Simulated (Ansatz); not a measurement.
**BaO: pressure up to the limit of the methods**

How does BaO answer strong compression? The runs shown use PAW. Its runs: volume scaled by 1 (PAW); volume scaled by 0.65 (PAW); volume scaled by 0.45 (PAW); volume scaled by 0.4 (PAW).

Computed with Ansatz 0.2.0 (DFT, PBEsol, PAW with Ansatz's default frozen-core files, scalar-relativistic, unless a step's input says otherwise).

## (1) The starting structure

Symmetry: Fm-3m, No. 225, cubic system. Conventional cell: a = 5.500 Å, b = 5.500 Å, c = 5.500 Å, α = 90.00°, β = 90.00°, γ = 90.00°. Ba (site symmetry m-3m) is surrounded by 6 O at 2.75 Å. Around O (site symmetry m-3m) lie 6 Ba at 2.75 Å.

Coordinates:

```
CELL_PARAMETERS angstrom
0.00000 2.75000 2.75000
2.75000 0.00000 2.75000
2.75000 2.75000 0.00000
ATOMIC_POSITIONS crystal
Ba 0.00000 0.00000 0.00000
O 0.50000 0.50000 0.50000
```

Whether this phase is the stable one at these pressures isn't tested.

Atoms are numbered in the order of the input: Ba1, O2.

## (2) Volume scaled by 1, PAW

input.yaml reads:

```yaml
crystal:
  lattice:
    - [0.0, 2.75, 2.75]
    - [2.75, 0.0, 2.75]
    - [2.75, 2.75, 0.0]
  atoms:
    - { symbol: Ba, position: [0.0, 0.0, 0.0] }
    - { symbol: O, position: [0.5, 0.5, 0.5] }
kpoints:
  mp_grid: { grid: [9, 9, 9] }
  band_path:
    path:
      - [0.0, 0.0, 0.0]
      - [0.5, 0.0, 0.5]
      - [0.625, 0.25, 0.625]
      - [0.375, 0.375, 0.75]
      - [0.0, 0.0, 0.0]
      - [0.5, 0.5, 0.5]
      - [0.5, 0.25, 0.75]
      - [0.5, 0.0, 0.5]
    npoints: 6
scf:
  occupations: { method: fermi_dirac, width: 0.03 }
hamiltonian:
  xc: pbesol
  pseudopotentials: { kind: paw }
output:
  forces: true
  stress: true
  eigenvalues: true
  populations: true
  write_density: true
  write_potential: true
  elf: true
  volumetric_format: npy
```

The run is started by

```sh
$ ansatz run input.yaml --threads 1 --pin off --max-ram 2048MiB --backend cpu --events-out ev --progress --plain --runs-dir out
```

What it wrote:

```text
Engine: ansatz 0.2.0
Pseudopotentials: kind: paw
Pseudopotential: Ba, paw, valence charge 10, recommended cutoff 420 eV (normal)
Pseudopotential: O, paw, valence charge 6, recommended cutoff 420 eV (normal)
Functional definition: PBEsol
  exchange = pbesol_x
  correlation = pbesol_c
Crystal: 2 atoms, lattice volume = 41.594 Å³
Basis set: ecut = 420 eV, 869 PW (Γ), exchange–correlation on 54×54×54 points (8 copies of the dense FFT grid, shifted against one another)
Bands: 12, of which v1, the nominal top of the filled ones, is band 8 counted from 1 (7 counted from 0)
Symmetry: 48 space group operations
Space group: Fm-3m (ITA 225), of the structure as read, at distance tolerance 3.5e-5 Å
k-points: 35 of 729
Non-local potential: Ba, projectors of the file, l = 0: 3, l = 1: 2, l = 2: 2, l = 3: 2
Non-local potential: O, projectors of the file, l = 0: 2, l = 1: 2, l = 2: 1
PAW form: soft (Blöchl's): semilocal exchange-correlation on the pseudo side does not see the compensation charge
PAW frozen core: Ba, regenerated for the run's functional, and the local potential with it (the file was generated under x = pbe(κ = 0.804, μ = 0.2195149727645171), c = pbe(β = 0.06672455060314922))
PAW frozen core: O, regenerated for the run's functional, and the local potential with it (the file was generated under x = pbe(κ = 0.804, μ = 0.2195149727645171), c = pbe(β = 0.06672455060314922))
PAW one-centre angular grid: Ba, 194 points (default); XC on 64 Gauss nodes
PAW one-centre angular grid: O, 110 points (default); XC on 64 Gauss nodes
Initial density: superposition of atomic densities (neutral atoms: chi_scale 0, normalization atom), corrected by the library's trained network
Initial wavefunctions: pseudopotential atomic-orbital guess
Functional: x = pbesol(κ = 0.804, μ = 0.12345679012345678), c = pbesol(β = 0.046)
SCF iter   1: F=—  HF=-6426.106272 eV  |F-HF|=—  |Δ(HF+E_count)|=         —  Δρ=1.39e-2  dr2=8.01e-2  ethr=1.77e-3  ⟨swp⟩=8.5  Hψ=3432  notcnv=0
preconditioner: auto → none  [insulator: Δε(μ)=1.717 eV  Ē_g=13.168 eV  σ=0.030 eV  W_gap=1.00  n_scr=14 (ndim 8)  ℏωp=21.5 eV  f_vac=0.000  D(μ)=0.00/eV (n_scr^D=0)  ε∞_Penn≈3.7]
SCF iter   2: F=—  HF=-6426.088889 eV  |F-HF|=—  |Δ(HF+E_count)|=   1.74e-2  Δρ=2.42e-3  dr2=3.29e-3  ethr=5.01e-4  ⟨swp⟩=2.6  Hψ=985  notcnv=0
SCF iter   3: F=—  HF=-6426.088440 eV  |F-HF|=—  |Δ(HF+E_count)|=   4.49e-4  Δρ=5.76e-4  dr2=5.97e-5  ethr=2.06e-5  ⟨swp⟩=2.0  Hψ=524  notcnv=0
SCF iter   4: F=—  HF=-6426.088458 eV  |F-HF|=—  |Δ(HF+E_count)|=   1.87e-5  Δρ=1.48e-4  dr2=9.88e-6  ethr=3.73e-7  ⟨swp⟩=2.0  Hψ=543  notcnv=0
SCF iter   5: F=—  HF=-6426.088457 eV  |F-HF|=—  |Δ(HF+E_count)|=   1.62e-6  Δρ=1.59e-5  dr2=1.08e-7  ethr=6.18e-8  ⟨swp⟩=2.0  Hψ=529  notcnv=0
SCF iter   6: F=-6426.088457 eV  HF=-6426.088457 eV  |F-HF|=9.37e-11  |Δ(HF+E_count)|=   2.48e-8  Δρ=7.26e-7  dr2=1.81e-10  ethr=6.25e-10  ⟨swp⟩=9.4  Hψ=3160  notcnv=0
SCF 1 converged in 6 iterations: F = -6426.088457 eV  dr2 = 1.81e-10
NSCF: frozen V_eff on 43 k-points
SCF converged after 6 iterations
Free energy (F): -6426.088457 eV
Harris-Foulkes:  -6426.088457 eV  (|F-HF|=9.37e-11)
Internal energy: -6426.088457 eV  (E = F + TS)
E sigma→0 (E₀):  -6426.088457 eV
Fermi energy:    9.658549 eV
--- Per-component energies (eV) ---
  E_band       = -12.622408
  E_kinetic    = 344.501456
  E_local      = -552.041794  (includes V_loc(G=0)·N_el)
  E_nonlocal   = 106.699424
  E_hartree    = 195.862921
  E_xc         = -241.549685
  E_vxc        = -231.492177  (∫ρ·V_xc dr)
  E_paw        = -5292.314900  (= ΣΔE_a)
  E_vpaw       = -72.017262  (= ΣTr[D̂ρ^β])
  E_aug_tail   = 0.002392  (compensation charges beyond the density's cutoff)
  E_ewald      = -987.434990
  E_core_change = 0.186721  (= ΣΔE_core)
  E_smearing   = -0.000000  (= −TS)
  E_closure    = -0.000000  (closes the sum)
  Σ components = -6426.088457   (vs F -6426.088457, Δ=0.00e0)
--- Forces (eV/Å), atoms counted from 1 ---
  atom   1  Ba    -0.00000000     0.00000000    -0.00000000
  atom   2  O      0.00000000     0.00000000     0.00000000
  max |Σ_I F_I| component: 3.15e-29 eV/Å
--- Stress (GPa, compression-positive) ---
       -0.428634      -0.000000       0.000000
       -0.000000      -0.428634      -0.000000
       -0.000000      -0.000000      -0.428634
  P = ⅓ Tr σ = -0.4286 GPa (-4.286 kbar)
--- Band table (eV; the first three rows and the last of 35) ---
  k-point 0: bands = ["-17.0456", "-6.2853", "-1.4971", "-1.4971", "-1.4971", "8.1849", "8.1849", "8.1849", "12.2160", "13.3923", "13.3923", "13.3923"]
  k-point 1: bands = ["-17.0134", "-6.3779", "-1.5298", "-1.5124", "-1.5124", "7.9208", "8.0349", "8.0349", "12.7433", "13.1871", "13.6069", "13.6069"]
  k-point 2: bands = ["-16.9302", "-6.6130", "-1.6083", "-1.5505", "-1.5505", "7.3882", "7.6893", "7.6893", "12.9775", "14.0874", "14.2096", "14.2096"]
  k-point 34: bands = ["-16.6811", "-6.7212", "-2.6522", "-2.5526", "-1.5907", "7.2545", "8.3496", "8.4271", "12.7115", "13.7224", "15.7500", "17.8379"]
--- Löwdin populations: 2 sites ---
  site symbol       q [e]
     0     Ba      8.3056
     1      O      7.3223
  spilling = 0.023255 (of n_electrons = 16.000000)
```

Run time: 1.8 s. Hardware: 1 thread of Arm Neoverse V2, shared host; peak memory 0.3 GiB.

In short: pressure -0.43 GPa; gap 1.86 eV, direct at X.

Levels at the path's labelled points, in eV from the valence-band top:

```csv
point,band 5,band 6,band 7,band 8,band 9,band 10,band 11
Γ,-10.21,-0.53,-0.53,-0.53,3.51,4.68,4.68
X,-10.85,-0.26,-0.26,0.00,1.86,6.06,8.38
U,-10.67,-1.03,-0.84,-0.16,3.28,6.34,7.11
K,-10.67,-1.03,-0.84,-0.16,3.28,6.34,7.11
Γ,-10.21,-0.53,-0.53,-0.53,3.51,4.68,4.68
L,-10.33,-2.12,-1.60,-1.60,4.91,7.26,7.26
W,-10.28,-1.47,-0.24,-0.24,4.44,4.44,6.96
X,-10.85,-0.26,-0.26,0.00,1.86,6.06,8.38
```

The fields are shown in the conventional cell of this run's space group, carried over from its grid by interpolation.

Density in a lattice plane of the grid's cell (edges 5.50 and 5.50 Å, at 0.000 of the third edge), which holds Ba and O.

Values in e/Å³, 12 rows by 12 columns:
```
1.05 1.34 0.72 0.18 0.33 1.62 3.63 1.61 0.33 0.18 0.72 1.34
0.97 0.72 0.26 0.08 0.13 0.33 0.52 0.33 0.13 0.08 0.26 0.72
0.24 0.18 0.08 0.05 0.08 0.18 0.24 0.18 0.08 0.05 0.08 0.18
0.52 0.33 0.13 0.08 0.26 0.72 0.97 0.72 0.26 0.08 0.13 0.33
3.63 1.62 0.33 0.18 0.72 1.34 1.05 1.34 0.72 0.18 0.33 1.61
7.55 3.63 0.52 0.24 0.97 1.05 0.19 1.05 0.97 0.24 0.52 3.63
3.63 1.61 0.33 0.18 0.72 1.34 1.05 1.34 0.72 0.18 0.33 1.62
0.52 0.33 0.13 0.08 0.26 0.72 0.97 0.72 0.26 0.08 0.13 0.33
0.24 0.18 0.08 0.05 0.08 0.18 0.24 0.18 0.08 0.05 0.08 0.18
0.97 0.72 0.26 0.08 0.13 0.33 0.52 0.33 0.13 0.08 0.26 0.72
1.05 1.34 0.72 0.18 0.33 1.61 3.63 1.62 0.33 0.18 0.72 1.34
0.19 1.05 0.97 0.24 0.52 3.63 7.55 3.63 0.52 0.24 0.97 1.05
```
Columns run along the first of these edges and rows up along the second, over one cell in 12 and 12 even steps from the bottom left corner. Atoms in the plane (fractional): Ba at (0.00, 0.00), Ba at (0.50, 0.50), O at (0.00, 0.50), O at (0.50, 0.00).

ELF in the same plane.

Ten even steps from ' ' (0.02) to '@' (0.86):
```
  ..**@@@@++..::**@@@@##**##@@@@**::..++@@@@**..
**##@@@@%%==....++%%@@@@@@@@@@%%++....==%%@@@@##
@@@@@@@@**::  ..--++####%%####++--..  ::**@@@@@@
####**==::      ..::::------::::..      ::==**##
......              ..........              ....
----::::..      ::==**######**==::      ..::::--
%%####++--..  ::**@@@@@@@@@@@@@@**::  ..--++####
@@@@@@%%++....==%%@@@@##**##@@@@%%==....++%%@@@@
**##@@@@**::..++@@@@**..  ..**@@@@++..::**@@@@##
::++%%@@**::..**@@%%--      --%%@@**..::**@@%%++
**##@@@@**::..++@@@@**..  ..**@@@@++..::**@@@@##
@@@@@@%%++....==%%@@@@##**##@@@@%%==....++%%@@@@
%%####++--..  ::**@@@@@@@@@@@@@@**::  ..--++####
----::::..      ::==**######**==::      ..::::--
......              ..........              ....
####**==::      ..::::------::::..      ::==**##
@@@@@@@@**::  ..--++####%%####++--..  ::**@@@@@@
**##@@@@%%==....++%%@@@@@@@@@@%%++....==%%@@@@##
  ..**@@@@++..::**@@@@##**##@@@@**::..++@@@@**..
    --%%@@**..::**@@%%++::++%%@@**::..**@@%%--  
```
Columns run along the first of these edges and rows up along the second, over one cell in 24 and 20 even steps from the bottom left corner. Atoms in the plane (fractional): Ba at (0.00, 0.00), Ba at (0.50, 0.50), O at (0.00, 0.50), O at (0.50, 0.00).

Both are smooth fields of the valence electrons: close to the nuclei they are not physical.

Maxima of ELF outside the ion cores: 0.83 in the shell around O, 0.6 Å from O.

## (3) Volume scaled by 0.65, PAW

Edit input.yaml of step 2 so:

```diff
@@ -2,5 +2,5 @@
   lattice:
-    - [0.0, 2.75, 2.75]
-    - [2.75, 0.0, 2.75]
-    - [2.75, 2.75, 0.0]
+    - [0.0, 2.3821575397, 2.3821575397]
+    - [2.3821575397, 0.0, 2.3821575397]
+    - [2.3821575397, 2.3821575397, 0.0]
   atoms:
@@ -31,5 +31 @@
   populations: true
-  write_density: true
-  write_potential: true
-  elf: true
-  volumetric_format: npy
```

The run is started by

```sh
$ ansatz run input.yaml --threads 1 --pin off --max-ram 2048MiB --backend cpu --events-out ev --progress --plain --runs-dir out
```

What it wrote (excerpt; [...] marks lines left out):

```text
[...]
[... 4 set-up lines as earlier in the session ...]
[...]
Crystal: 2 atoms, lattice volume = 27.036 Å³
Basis set: ecut = 420 eV, 531 PW (Γ), exchange–correlation on 48×48×48 points (8 copies of the dense FFT grid, shifted against one another)
Bands: 12, of which v1, the nominal top of the filled ones, is band 8 counted from 1 (7 counted from 0)
[... 1 set-up line as earlier in the session ...]
Space group: Fm-3m (ITA 225), of the structure as read, at distance tolerance 3.0e-5 Å
k-points: 35 of 729
[...]
SCF iter   1: F=—  HF=-6423.493569 eV  |F-HF|=—  |Δ(HF+E_count)|=         —  Δρ=1.26e-2  dr2=4.03e-2  ethr=1.77e-3  ⟨swp⟩=8.0  Hψ=3478  notcnv=0
[...]
SCF iter   6: F=-6423.485986 eV  HF=-6423.485986 eV  |F-HF|=2.02e-10  |Δ(HF+E_count)|=   6.50e-9  Δρ=1.51e-6  dr2=3.67e-10  ethr=1.11e-10  ⟨swp⟩=2.3  Hψ=1463  notcnv=0
[...]
NSCF: frozen V_eff on 43 k-points
SCF converged after 6 iterations
Free energy (F): -6423.485986 eV
[...]
E sigma→0 (E₀):  -6423.485112 eV
Entropy (-TS):   -0.001748 eV (-0.874 meV/atom)
Fermi energy:    16.476712 eV
[...]
--- Forces (eV/Å), atoms counted from 1 ---
  atom   1  Ba    -0.00000000     0.00000000     0.00000000
  atom   2  O      0.00000000     0.00000000     0.00000000
[...]
--- Stress (GPa, compression-positive) ---
       83.456305       0.000000      -0.000000
        0.000000      83.456305       0.000000
       -0.000000      -0.000000      83.456305
  P = ⅓ Tr σ = 83.4563 GPa (834.563 kbar)
--- Band table (eV; the first three rows and the last of 35) ---
  k-point 0: bands = ["-10.9510", "0.2909", "6.4798", "6.4798", "6.4798", "14.3224", "14.3224", "14.3224", "20.2086", "20.2086", "20.2086", "22.3876"]
[...]
--- Löwdin populations: 2 sites ---
  site symbol       q [e]
     0     Ba      8.1989
     1      O      7.3668
  spilling = 0.027146 (of n_electrons = 16.000000)
```

It took 1.3 s on 1 thread of Arm Neoverse V2, shared host; peak memory 0.28 GiB.

In short: pressure 83.46 GPa; no gap.

## (4) Volume scaled by 0.45, PAW

Edit input.yaml of step 3 so:

```diff
@@ -2,5 +2,5 @@
   lattice:
-    - [0.0, 2.3821575397, 2.3821575397]
-    - [2.3821575397, 0.0, 2.3821575397]
-    - [2.3821575397, 2.3821575397, 0.0]
+    - [0.0, 2.1073509391, 2.1073509391]
+    - [2.1073509391, 0.0, 2.1073509391]
+    - [2.1073509391, 2.1073509391, 0.0]
   atoms:
```

The run is started by

```sh
$ ansatz run input.yaml --threads 1 --pin off --max-ram 2048MiB --backend cpu --events-out ev --progress --plain --runs-dir out
```

What it wrote (excerpt; [...] marks lines left out):

```text
[...]
[... 4 set-up lines as earlier in the session ...]
[...]
Crystal: 2 atoms, lattice volume = 18.717 Å³
Basis set: ecut = 420 eV, 339 PW (Γ), exchange–correlation on 40×40×40 points (8 copies of the dense FFT grid, shifted against one another)
Bands: 12, of which v1, the nominal top of the filled ones, is band 8 counted from 1 (7 counted from 0)
[... 1 set-up line as earlier in the session ...]
Space group: Fm-3m (ITA 225), of the structure as read, at distance tolerance 2.7e-5 Å
k-points: 35 of 729
[...]
SCF iter   1: F=—  HF=-6414.964537 eV  |F-HF|=—  |Δ(HF+E_count)|=         —  Δρ=2.22e-2  dr2=8.93e-2  ethr=1.77e-3  ⟨swp⟩=8.3  Hψ=3656  notcnv=0
[...]
SCF iter   6: F=-6414.953105 eV  HF=-6414.953105 eV  |F-HF|=1.37e-9  |Δ(HF+E_count)|=   7.90e-8  Δρ=3.83e-6  dr2=1.96e-9  ethr=6.25e-10  ⟨swp⟩=6.3  Hψ=2253  notcnv=0
[...]
NSCF: frozen V_eff on 43 k-points
SCF converged after 6 iterations
Free energy (F): -6414.953105 eV
[...]
E sigma→0 (E₀):  -6414.951074 eV
Entropy (-TS):   -0.004062 eV (-2.031 meV/atom)
Fermi energy:    25.250474 eV
[...]
--- Forces (eV/Å), atoms counted from 1 ---
  atom   1  Ba    -0.00000000    -0.00000000     0.00000000
  atom   2  O      0.00000000    -0.00000000     0.00000000
[...]
--- Stress (GPa, compression-positive) ---
      289.040443      -0.000000      -0.000000
       -0.000000     289.040443       0.000000
        0.000000       0.000000     289.040443
  P = ⅓ Tr σ = 289.0404 GPa (2890.404 kbar)
--- Band table (eV; the first three rows and the last of 35) ---
  k-point 0: bands = ["-6.1030", "9.6320", "14.7343", "14.7343", "14.7343", "22.5622", "22.5622", "22.5622", "28.2495", "28.2495", "28.2495", "29.4235"]
[...]
--- Löwdin populations: 2 sites ---
  site symbol       q [e]
     0     Ba      7.9001
     1      O      7.2284
  spilling = 0.054468 (of n_electrons = 16.000000)
```

Run time: 1.2 s. Hardware: 1 thread of Arm Neoverse V2, shared host; peak memory 0.27 GiB.

Read from it: pressure 289.04 GPa; no gap.

## (5) Volume scaled by 0.4, PAW

Edit input.yaml of step 4 so:

```diff
@@ -2,5 +2,5 @@
   lattice:
-    - [0.0, 2.1073509391, 2.1073509391]
-    - [2.1073509391, 0.0, 2.1073509391]
-    - [2.1073509391, 2.1073509391, 0.0]
+    - [0.0, 2.0262173242, 2.0262173242]
+    - [2.0262173242, 0.0, 2.0262173242]
+    - [2.0262173242, 2.0262173242, 0.0]
   atoms:
```

The run is started by

```sh
$ ansatz run input.yaml --threads 1 --pin off --max-ram 2048MiB --backend cpu --events-out ev --progress --plain --runs-dir out
```

What it wrote (excerpt; [...] marks lines left out):

```text
[...]
[... 4 set-up lines as earlier in the session ...]
[...]
Crystal: 2 atoms, lattice volume = 16.637 Å³
Basis set: ecut = 420 eV, 331 PW (Γ), exchange–correlation on 40×40×40 points (8 copies of the dense FFT grid, shifted against one another)
Bands: 12, of which v1, the nominal top of the filled ones, is band 8 counted from 1 (7 counted from 0)
[... 1 set-up line as earlier in the session ...]
Space group: Fm-3m (ITA 225), of the structure as read, at distance tolerance 2.6e-5 Å
k-points: 35 of 729
[...]
SCF iter   1: F=—  HF=-6410.522856 eV  |F-HF|=—  |Δ(HF+E_count)|=         —  Δρ=3.49e-2  dr2=1.94e-1  ethr=1.77e-3  ⟨swp⟩=8.4  Hψ=3719  notcnv=0
[...]
SCF iter   6: F=-6410.505402 eV  HF=-6410.505402 eV  |F-HF|=2.63e-8  |Δ(HF+E_count)|=   2.54e-7  Δρ=1.38e-5  dr2=2.81e-8  ethr=6.25e-10  ⟨swp⟩=7.0  Hψ=2509  notcnv=0
[...]
NSCF: frozen V_eff on 43 k-points
SCF converged after 6 iterations
Free energy (F): -6410.505402 eV
[...]
E sigma→0 (E₀):  -6410.503304 eV
Entropy (-TS):   -0.004196 eV (-2.098 meV/atom)
Fermi energy:    28.789783 eV
[...]
--- Forces (eV/Å), atoms counted from 1 ---
  atom   1  Ba    -0.00000000     0.00000000     0.00000000
  atom   2  O      0.00000000    -0.00000000     0.00000000
[...]
--- Stress (GPa, compression-positive) ---
      402.464496       0.000000       0.000000
        0.000000     402.464496       0.000000
        0.000000       0.000000     402.464496
  P = ⅓ Tr σ = 402.4645 GPa (4024.645 kbar)
--- Band table (eV; the first three rows and the last of 35) ---
  k-point 0: bands = ["-4.5659", "13.6072", "17.5256", "17.5256", "17.5256", "26.2665", "26.2665", "26.2665", "31.4054", "31.4054", "31.4054", "32.1182"]
[...]
--- Löwdin populations: 2 sites ---
  site symbol       q [e]
     0     Ba      7.7472
     1      O      7.1671
  spilling = 0.067857 (of n_electrons = 16.000000)
```

Run time: 1.1 s. Hardware: 1 thread of Arm Neoverse V2, shared host; peak memory 0.26 GiB.

Result: pressure 402.46 GPa; no gap.

Levels at the path's labelled points, in eV from the Fermi level:

```csv
point,band 5,band 6,band 7,band 8,band 9,band 10,band 11
Γ,-11.26,-2.52,-2.52,-2.52,2.62,2.62,2.62
X,-15.51,-4.03,0.07,0.07,1.35,8.63,10.54
U,-13.49,-2.49,-2.39,0.33,0.59,7.43,8.76
K,-13.49,-2.49,-2.39,0.33,0.59,7.43,8.76
Γ,-11.26,-2.52,-2.52,-2.52,2.62,2.62,2.62
L,-9.56,-9.05,-9.05,-5.33,5.19,7.99,8.05
W,-8.40,-7.17,-0.19,-0.19,3.78,3.78,10.03
X,-15.51,-4.03,0.07,0.07,1.35,8.63,10.54
```

## (6) Side by side

| method | volume over the first | volume (Å³/atom) | pressure (GPa) | gap (eV) | SCF cycles, all passes | time |
| --- | --- | --- | --- | --- | --- | --- |
| PAW | 1 | 20.797 | -0.43 | 1.86 | 6 | 1.8 s |
| PAW | 0.65 | 13.518 | 83.46 | none | 6 | 1.3 s |
| PAW | 0.45 | 9.359 | 289.04 | none | 6 | 1.2 s |
| PAW | 0.4 | 8.319 | 402.46 | none | 6 | 1.1 s |

## (7) What came out

| quantity | value |
| --- | --- |
| PAW pressure at 0.4 of the volume | 402.5 GPa |
| fitted bulk modulus at zero pressure (PAW) | 92 GPa |
| its pressure derivative | 3.63 |

At 0.4 of the starting volume PAW gives 402 GPa. One third-order Birch-Murnaghan curve follows these points (B₀ = 92 GPa, B′ = 3.63, misfit at most 0.51 GPa). A fit over so wide a range leans to the high pressures, so B₀ can be off by several per cent. The gap goes from 1.86 to none: pressure closes it at this level, in a cell held to this structure, which the real crystal may leave first. No all-electron run checks these rows here, and frozen cores can fail under such compression. The ions are at rest, and the electrons smeared by 0.03 eV. Spin-orbit coupling is left out, though the cell holds Ba; in elements this heavy it can shift bands and gaps by tenths of an eV.

The gaps are Kohn-Sham values of a semilocal functional, not quasiparticle or optical gaps. Such gaps usually fall short of the measured ones.
